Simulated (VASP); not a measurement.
# Te (C2/m) in VASP: notebook

The runs below take Te through single point, with PBE.

Everything below comes from runs of VASP 6.6.1. Logs are shortened: lines on timing, memory, paths and dates and some standing lists are left out, and cuts for length are marked.

**1. The crystal as given**

It takes space group C2/m (No. 12, monoclinic). The conventional cell has a = 7.641 Å, b = 4.296 Å, c = 5.977 Å, α = 90.00°, β = 90.90°, γ = 90.00°. Te (site symmetry 2/m) has 6 Te at 3.09 to 3.31 Å as nearest neighbours. Te (site symmetry m) has 6 Te at 3.03 to 3.47 Å as nearest neighbours.

This isn't the form of Te at room conditions, which is trigonal, of chains.

**2. Single point, PBE**

The input, INCAR:

```
ADDGRID = F
ALGO = Normal
EDIFF = 1E-6
ENCUT = 520
GGA = PE
ISIF = 2
ISMEAR = 0
LASPH = T
LCHARG = F
LREAL = F
LWAVE = F
NBANDS = 16
NELM = 100
PREC = Accurate
SIGMA = 0.05
```

The input, KPOINTS:

```
k-points
0
Gamma
  4 4 3
```

The input, POSCAR:

```
Te
1.0
    3.8202894285     -2.1482026000      0.0000000000
    3.8202894285      2.1482026000      0.0000000000
   -0.0942908673      0.0000000000      5.9760906531
Te
3
Direct
    0.0000000000      0.0000000000      0.0000000000
    0.3094466100      0.3094466100      0.3388094900
    0.6905533900      0.6905533900      0.6611905100
```

Potentials or basis: VASP PAW PBE potentials, release 64 (Te).

On the command line:

```bash
$ cat potpaw_PBE.64/Te/POTCAR > POTCAR
$ mpirun -np 1 vasp_std > vasp.out
```

OUTCAR:

```text
EDIFF = 1E-6
   ENCUT = 520
   GGA = PE
   ISIF = 2
   ISMEAR = 0
   LASPH = T
   LREAL = F
   NELM = 100
   PREC = Accurate

 Found     17 irreducible k-points:

 Following reciprocal coordinates:
            Coordinates               Weight
  0.000000  0.000000  0.000000      1.000000
  0.250000 -0.000000  0.000000      4.000000
  0.500000 -0.000000  0.000000      2.000000
  0.250000  0.250000  0.000000      2.000000
  0.500000  0.250000  0.000000      4.000000
 -0.250000  0.250000  0.000000      2.000000
   k-points           NKPTS =     17   k-points in BZ     NKDIM =     17   number of bands    NBANDS=     16
   number of dos      NEDOS =    301   number of ions     NIONS =      3
   total plane-waves  NPLWV =  62208
   dimension x,y,z NGX =    36 NGY =   36 NGZ =   48
   dimension x,y,z NGXF=    72 NGYF=   72 NGZF=   96
   ions per type =               3
   NGX,Y,Z   is equivalent  to a cutoff of  13.66, 13.66, 13.35 a.u.
   NGXF,Y,Z  is equivalent  to a cutoff of  27.31, 27.31, 26.70 a.u.
 SYSTEM =  unknown system
   PREC   = accura    normal or accurate (medium, high low for compatibility)
   ISTART =      0    job   : 0-new  1-cont  2-samecut
   ICHARG =      2    charge: 1-file 2-atom 10-const
   ISPIN  =      1    spin polarized calculation?
   LNONCOLLINEAR =      F non collinear calculations
   LSORBIT =      F    spin-orbit coupling
   LASPH  =      T    aspherical Exc in radial PAW
   ENCUT  =  520.0 eV  38.22 Ry    6.18 a.u.   8.15  8.15 11.11*2*pi/ulx,y,z
   NELM   =    100;   NELMIN=  2; NELMDL= -5     # of ELM steps
   EDIFF  = 0.1E-05   stopping-criterion for ELM
   LREAL  =      F    real-space projection
   EDIFFG = 0.1E-04   stopping-criterion for IOM
   NSW    =      0    number of steps for IOM
   IBRION =     -1    ionic relax: 0-MD 1-quasi-New 2-CG
   NFREE  =      0    steps in history (QN), initial steepest desc. (CG)
   ISIF   =      2    stress and relaxation
   ISYM   =      2    0-nonsym 1-usesym 2-fastsym
   POTIM  = 0.5000    time-step for ionic-motion
   TEBEG  =    0.0;   TEEND  =   0.0 temperature during run
   PSTRESS=    0.0 pullay stress
   NELECT =      18.0000    total number of electrons
   NUPDOWN=      -1.0000    fix difference up-down
   EMIN   =  10.00;   EMAX   =-10.00  energy-range for DOS
   EFERMI =   0.00;   METHOD = LEGACY
   ISMEAR =     0;   SIGMA  =   0.05  broadening in eV -4-tet -1-fermi 0-gaus
   EFERMI_NEDOS =   21; number of points for ismear=-14 and -15
   IALGO  =     38    algorithm
   IMIX   =      4    mixing-type and parameters
     AMIX     =   0.40;   BMIX     =  1.00
     AMIX_MAG =   1.60;   BMIX_MAG =  1.00
  volume/ion in A,a.u.               =      32.70       220.64
  Fermi-wavevector in a.u.,A,eV,Ry     =   0.930307  1.758025 11.775440  0.865470
  Thomas-Fermi vector in A             =   2.056681
   LORBIT       =      0    0 simple, 1 ext, 2 COOP (PROOUT), +10 PAW based schemes
   GGA     = PE    functional components
   LHFCALC =     F    Hartree Fock is set to
   AEXX    =    0.0000 exact exchange contribution
   IVDW    =     0    specifies the selected vdW correction
   LEPSILON=     F    determine dielectric tensor
   LRPA    =     F    only Hartree local field effects (RPA)
 non-spin polarized calculation
 Gauss-broadening in eV      SIGMA  =   0.05
  energy-cutoff  :      520.00
  volume of cell :       98.09
 maximum number of plane-waves:      2654
 NGX is ok and might be reduce to    36
   NGX = 17   NGY = 17   NGZ = 23

 number of electron      18.0000000 magnetization

 Free energy of the ion-electron system (eV)
  ---------------------------------------------------
  ext. energy  EPLUGINS =         0.00000000
  ---------------------------------------------------
  free energy    TOTEN  =        -9.24966127 eV

  energy without entropy =       -9.24837986  energy(sigma->0) =       -9.24902057

 E-fermi :   6.4889     XC(G=0):  -9.2790

 val. band max:        6.4365749541   @ k =   0.5000   0.2500   0.3333
 cond. band min:       6.5097125087   @ k =   0.5000   0.5000   0.0000
 fundamental gap:      0.0731375546
 Fermi energy:         6.4888932619

 k-point     1 :       0.0000    0.0000    0.0000
  band No.  band energies     occupation
      1      -7.2247      2.00000
      2      -4.0301      2.00000
      3      -3.8918      2.00000
      4       3.7204      2.00000
      5       3.7452      2.00000
      6       4.2226      2.00000
      7       4.4305      2.00000
      8       4.8147      2.00000
      9       5.0277      2.00000
     10       7.4158      0.00000
     11       7.4486      0.00000
     12       8.0027      0.00000
     13      11.1940      0.00000
     14      11.6044      0.00000
     15      12.5379      0.00000
     16      12.5611      0.00000

 k-point     2 :       0.2500   -0.0000    0.0000
  band No.  band energies     occupation
      1      -6.7134      2.00000
      2      -4.1521      2.00000
      3      -3.8367      2.00000
      4       1.7169      2.00000
      5       2.4728      2.00000
      6       2.9834      2.00000
      7       4.9119      2.00000
      8       5.6171      2.00000
      9       5.7742      2.00000
     10       6.9230      0.00000
     11       7.2821      0.00000
     12       8.0349      0.00000
     13       9.8460      0.00000
     14      11.8217      0.00000
     15      12.8004      0.00000
     16      13.7966      0.00000

 k-point     3 :       0.5000   -0.0000    0.0000
  band No.  band energies     occupation
      1      -5.4827      2.00000
      2      -5.2535      2.00000
      3      -3.6634      2.00000
      4       1.6475      2.00000
      5       1.9744      2.00000
      6       2.3359      2.00000
      7       2.6372      2.00000
      8       5.8273      2.00000
      9       5.8358      2.00000
     10       6.7055      0.00000
     11       6.8215      0.00000
     12       8.8835      0.00000
     13      10.0402      0.00000
     14      14.4321      0.00000
     15      14.9264      0.00000
     16      15.4328      0.00000

 k-point     4 :       0.2500    0.2500    0.0000
  band No.  band energies     occupation
      1      -6.7597      2.00000
      2      -4.1624      2.00000
      3      -3.8110      2.00000
      4       1.6770      2.00000
      5       2.5786      2.00000
      6       2.9446      2.00000
      7       4.8717      2.00000
      8       5.7407      2.00000
      9       5.9947      2.00000
     10       6.9651      0.00000
     11       7.1455      0.00000
     12       8.1008      0.00000
     13       9.8017      0.00000
     14      11.8815      0.00000
     15      12.9678      0.00000
     16      14.1886      0.00000

 k-point     5 :       0.5000    0.2500    0.0000
  band No.  band energies     occupation
      1      -5.8940      2.00000
      2      -4.4732      2.00000
      3      -4.1236      2.00000
      4       1.7181      2.00000
      5       1.8191      2.00000
      6       3.0482      2.00000
      7       3.5536      2.00000
      8       3.9387      2.00000
      9       4.0052      2.00000
     10       8.6919      0.00000
     11       9.0123      0.00000
     12       9.0706      0.00000
     13      10.8182      0.00000
     14      10.9718      0.00000
     15      14.0218      0.00000
     16      14.8389      0.00000

 k-point     6 :      -0.2500    0.2500    0.0000
  band No.  band energies     occupation
      1      -5.7507      2.00000
      2      -4.6877      2.00000
      3      -4.0299      2.00000
      4       1.7294      2.00000
      5       1.8443      2.00000
      6       3.2037      2.00000
      7       3.3343      2.00000
      8       3.7838      2.00000
      9       4.0610      2.00000
     10       8.6457      0.00000
     11       8.8921      0.00000
     12       9.0675      0.00000
     13      10.7514      0.00000
     14      10.8343      0.00000
     15      13.9661      0.00000
     16      14.8873      0.00000

 [... further k-points ...]

------------------------ aborting loop because EDIFF is reached ----------------------------------------

  FORCE on cell =-STRESS in cart. coord.  units (eV):
  Direction    XX          YY          ZZ          XY          YZ          ZX
  --------------------------------------------------------------------------------------
  -------------------------------------------------------------------------------------
  Total        0.5914339      0.5074037      0.3876622      0.0000000      0.0000000      0.0449474
  in kB        9.6604672      8.2879198      6.3320646      0.0000000      0.0000000      0.7341691
  external PRESSURE =       8.0934839 kB  Pullay stress =       0.0000000 kB

 VOLUME and BASIS-vectors are now :
 -----------------------------------------------------------------------------
  energy-cutoff  :      520.00
  volume of cell :       98.09
      direct lattice vectors                 reciprocal lattice vectors
     3.820289429 -2.148202600  0.000000000     0.130880136 -0.232752721  0.002065029
     3.820289429  2.148202600  0.000000000     0.130880136  0.232752721  0.002065029
    -0.094290867  0.000000000  5.976090653     0.000000000  0.000000000  0.167333472

 POSITION                                       TOTAL-FORCE (eV/Angst)
 -----------------------------------------------------------------------------------
      0.00000      0.00000      0.00000        -0.000000      0.000000      0.000000
      2.33240      0.00000      2.02476         0.044493      0.000000      0.072847
      5.21388      0.00000      3.95133        -0.044493      0.000000     -0.072847
 -----------------------------------------------------------------------------------
    total drift:                               -0.000000     -0.000000     -0.000000

  FREE ENERGIE OF THE ION-ELECTRON SYSTEM (eV)
  ---------------------------------------------------
  free  energy   TOTEN  =        -9.2496612744 eV

  energy  without entropy=       -9.2483798606  energy(sigma->0) =       -9.24902057
```

It took 25 s on 1 thread of AMD EPYC 7R13 (Zen 3), shared host; peak memory 0.2 GiB.

The run converged, but some of its settings lie outside the range that counts as converged, so its numbers aren't taken as properties of the crystal.

Results:

| Item | Value |
| --- | --- |
| Free energy | -9.2497 eV |
| Pressure | 0.8 GPa |
| Largest force | 0.085 eV/Å |
| Band gap on the k mesh | 0.07 eV, indirect (least direct gap 0.17 eV) |

Caveat: spin-orbit coupling is left out, which moves the levels of the heavy elements; an odd mesh through Γ misses points on the zone boundary, where band edges often lie.

**3. Single point, PBE**

INCAR is that of step 2.

KPOINTS is that of step 2.

The input, POSCAR:

```
Te
1.0
    3.8202894285     -2.1482026000      0.0000000000
    3.8202894285      2.1482026000      0.0000000000
   -0.0942908673      0.0000000000      5.9760906531
Te
3
Direct
    0.0053760000      0.0030970000      0.0153300000
    0.3128830000      0.3144850000      0.3485460000
    0.7243610000      0.6723340000      0.6509690000
```

Potentials or basis: VASP PAW PBE potentials, release 64 (Te).

On the command line:

```bash
$ cat potpaw_PBE.64/Te/POTCAR > POTCAR
$ mpirun -np 1 vasp_std > vasp.out
```

OUTCAR:

```text
EDIFF = 1E-6
   ENCUT = 520
   GGA = PE
   ISIF = 2
   ISMEAR = 0
   LASPH = T
   LREAL = F
   NELM = 100
   PREC = Accurate

 Found     26 irreducible k-points:

 Following reciprocal coordinates:
            Coordinates               Weight
  0.000000  0.000000  0.000000      1.000000
  0.250000 -0.000000  0.000000      2.000000
  0.000000 -0.250000 -0.000000      2.000000
  0.500000 -0.000000  0.000000      1.000000
 -0.000000  0.500000  0.000000      1.000000
  0.250000  0.250000  0.000000      2.000000
   k-points           NKPTS =     26   k-points in BZ     NKDIM =     26   number of bands    NBANDS=     16
   number of dos      NEDOS =    301   number of ions     NIONS =      3
   total plane-waves  NPLWV =  62208
   dimension x,y,z NGX =    36 NGY =   36 NGZ =   48
   dimension x,y,z NGXF=    72 NGYF=   72 NGZF=   96
   ions per type =               3
   NGX,Y,Z   is equivalent  to a cutoff of  13.66, 13.66, 13.35 a.u.
   NGXF,Y,Z  is equivalent  to a cutoff of  27.31, 27.31, 26.70 a.u.
 SYSTEM =  unknown system
   PREC   = accura    normal or accurate (medium, high low for compatibility)
   ISTART =      0    job   : 0-new  1-cont  2-samecut
   ICHARG =      2    charge: 1-file 2-atom 10-const
   ISPIN  =      1    spin polarized calculation?
   LNONCOLLINEAR =      F non collinear calculations
   LSORBIT =      F    spin-orbit coupling
   LASPH  =      T    aspherical Exc in radial PAW
   ENCUT  =  520.0 eV  38.22 Ry    6.18 a.u.   8.15  8.15 11.11*2*pi/ulx,y,z
   NELM   =    100;   NELMIN=  2; NELMDL= -5     # of ELM steps
   EDIFF  = 0.1E-05   stopping-criterion for ELM
   LREAL  =      F    real-space projection
   EDIFFG = 0.1E-04   stopping-criterion for IOM
   NSW    =      0    number of steps for IOM
   IBRION =     -1    ionic relax: 0-MD 1-quasi-New 2-CG
   NFREE  =      0    steps in history (QN), initial steepest desc. (CG)
   ISIF   =      2    stress and relaxation
   ISYM   =      2    0-nonsym 1-usesym 2-fastsym
   POTIM  = 0.5000    time-step for ionic-motion
   TEBEG  =    0.0;   TEEND  =   0.0 temperature during run
   PSTRESS=    0.0 pullay stress
   NELECT =      18.0000    total number of electrons
   NUPDOWN=      -1.0000    fix difference up-down
   EMIN   =  10.00;   EMAX   =-10.00  energy-range for DOS
   EFERMI =   0.00;   METHOD = LEGACY
   ISMEAR =     0;   SIGMA  =   0.05  broadening in eV -4-tet -1-fermi 0-gaus
   EFERMI_NEDOS =   21; number of points for ismear=-14 and -15
   IALGO  =     38    algorithm
   IMIX   =      4    mixing-type and parameters
     AMIX     =   0.40;   BMIX     =  1.00
     AMIX_MAG =   1.60;   BMIX_MAG =  1.00
  volume/ion in A,a.u.               =      32.70       220.64
  Fermi-wavevector in a.u.,A,eV,Ry     =   0.930307  1.758025 11.775440  0.865470
  Thomas-Fermi vector in A             =   2.056681
   LORBIT       =      0    0 simple, 1 ext, 2 COOP (PROOUT), +10 PAW based schemes
   GGA     = PE    functional components
   LHFCALC =     F    Hartree Fock is set to
   AEXX    =    0.0000 exact exchange contribution
   IVDW    =     0    specifies the selected vdW correction
   LEPSILON=     F    determine dielectric tensor
   LRPA    =     F    only Hartree local field effects (RPA)
 non-spin polarized calculation
 Gauss-broadening in eV      SIGMA  =   0.05
  energy-cutoff  :      520.00
  volume of cell :       98.09
 maximum number of plane-waves:      2654
 NGX is ok and might be reduce to    36
   NGX = 17   NGY = 17   NGZ = 23

 number of electron      18.0000000 magnetization

 Free energy of the ion-electron system (eV)
  ---------------------------------------------------
  ext. energy  EPLUGINS =         0.00000000
  ---------------------------------------------------
  free energy    TOTEN  =        -9.22567612 eV

  energy without entropy =       -9.22557463  energy(sigma->0) =       -9.22562538

 E-fermi :   6.5039     XC(G=0):  -9.2713

 val. band max:        6.4078251944   @ k =  -0.2500   0.5000  -0.3333
 cond. band min:       6.5930766281   @ k =   0.0000   0.0000   0.3333
 fundamental gap:      0.1852514337
 Fermi energy:         6.5039192269

 k-point     1 :       0.0000    0.0000    0.0000
  band No.  band energies     occupation
      1      -7.3564      2.00000
      2      -4.1608      2.00000
      3      -3.6960      2.00000
      4       3.3488      2.00000
      5       3.7043      2.00000
      6       4.2975      2.00000
[... 8 lines left out ...]
     15      12.4902      0.00000
     16      12.6670      0.00000
[... 77 lines left out ...]
 k-point     6 :       0.2500    0.2500    0.0000
  band No.  band energies     occupation
      1      -6.9176      2.00000
      2      -4.2166      2.00000
      3      -3.6718      2.00000
      4       1.7000      2.00000
      5       2.5354      2.00000
      6       2.7836      2.00000
[... 8 lines left out ...]
     15      12.9490      0.00000
     16      14.0522      0.00000

 [... further k-points ...]

------------------------ aborting loop because EDIFF is reached ----------------------------------------

  FORCE on cell =-STRESS in cart. coord.  units (eV):
  Direction    XX          YY          ZZ          XY          YZ          ZX
  --------------------------------------------------------------------------------------
  -------------------------------------------------------------------------------------
  Total        0.6040732      1.0789183      0.8759963     -0.3270329      0.4210737     -0.4276813
  in kB        9.8669177     17.6230251     14.3085021     -5.3417477      6.8778075     -6.9857364
  external PRESSURE =      13.9328150 kB  Pullay stress =       0.0000000 kB

 VOLUME and BASIS-vectors are now :
 -----------------------------------------------------------------------------
  energy-cutoff  :      520.00
  volume of cell :       98.09
      direct lattice vectors                 reciprocal lattice vectors
     3.820289429 -2.148202600  0.000000000     0.130880136 -0.232752721  0.002065029
     3.820289429  2.148202600  0.000000000     0.130880136  0.232752721  0.002065029
    -0.094290867  0.000000000  5.976090653     0.000000000  0.000000000  0.167333472

 POSITION                                       TOTAL-FORCE (eV/Angst)
 -----------------------------------------------------------------------------------
      0.03092     -0.00490      0.09161         0.135288     -0.117621      0.018636
      2.36386      0.00344      2.08294         0.112633     -0.007802     -0.445447
      5.27440     -0.11176      3.89025        -0.247921      0.125422      0.426811
 -----------------------------------------------------------------------------------
    total drift:                                0.000082     -0.000015     -0.000006

  FREE ENERGIE OF THE ION-ELECTRON SYSTEM (eV)
  ---------------------------------------------------
  free  energy   TOTEN  =        -9.2256761207 eV

  energy  without entropy=       -9.2255746346  energy(sigma->0) =       -9.22562538
```

OSZICAR:

```text
N       E                     dE             d eps       ncg     rms          rms(c)
DAV:   1     0.689746611766E+02    0.68975E+02   -0.65262E+03   832   0.897E+02
DAV:   2    -0.508825759738E+01   -0.74063E+02   -0.70391E+02  1160   0.135E+02
DAV:   3    -0.920272660163E+01   -0.41145E+01   -0.40939E+01  1032   0.347E+01
DAV:   4    -0.926688039839E+01   -0.64154E-01   -0.64138E-01  1264   0.513E+00
DAV:   5    -0.926758367371E+01   -0.70328E-03   -0.70327E-03  1096   0.471E-01    0.130E+01
DAV:   6    -0.922421986341E+01    0.43364E-01   -0.10712E-01  1016   0.182E+00    0.810E+00
DAV:   7    -0.922573958918E+01   -0.15197E-02   -0.49322E-02  1080   0.125E+00    0.102E+00
DAV:   8    -0.922587287226E+01   -0.13328E-03   -0.35897E-03  1072   0.359E-01    0.300E-01
DAV:   9    -0.922565720538E+01    0.21567E-03   -0.63369E-04  1072   0.144E-01    0.119E-01
DAV:  10    -0.922567907765E+01   -0.21872E-04   -0.18113E-04  1080   0.707E-02    0.276E-02
DAV:  11    -0.922567572345E+01    0.33542E-05   -0.31896E-05  1056   0.314E-02    0.104E-02
DAV:  12    -0.922567612067E+01   -0.39722E-06   -0.23849E-06  1104   0.897E-03
   1 F= -.92256761E+01 E0= -.92256254E+01  d E =-.101486E-03
```

stdout:

```text
POSCAR found type information on POSCAR Te
 POSCAR found :  1 types and       3 ions
 scaLAPACK will be used
 LDA part: xc-table for (Slater+PW92), standard interpolation
 POSCAR, INCAR and KPOINTS ok, starting setup
 FFT: planning ... GRIDC
 FFT: planning ... GRID_SOFT
 FFT: planning ... GRID
 WAVECAR not read
 entering main loop
```

It took 35 s on 1 thread of AMD EPYC 7R13 (Zen 3), shared host; peak memory 0.2 GiB.

The run converged, but some of its settings lie outside the range that counts as converged, so its numbers aren't taken as properties of the crystal.

What came out:

| Property | Result |
| --- | --- |
| Free energy | -9.2257 eV |
| Pressure | 1.4 GPa |
| Largest force | 0.509 eV/Å |
| Band gap on the k mesh | 0.19 eV, indirect (least direct gap 0.38 eV) |

Caveat: spin-orbit coupling is left out, which moves the levels of the heavy elements; an odd mesh through Γ misses points on the zone boundary, where band edges often lie.

(Continued in part 2 of 3.)
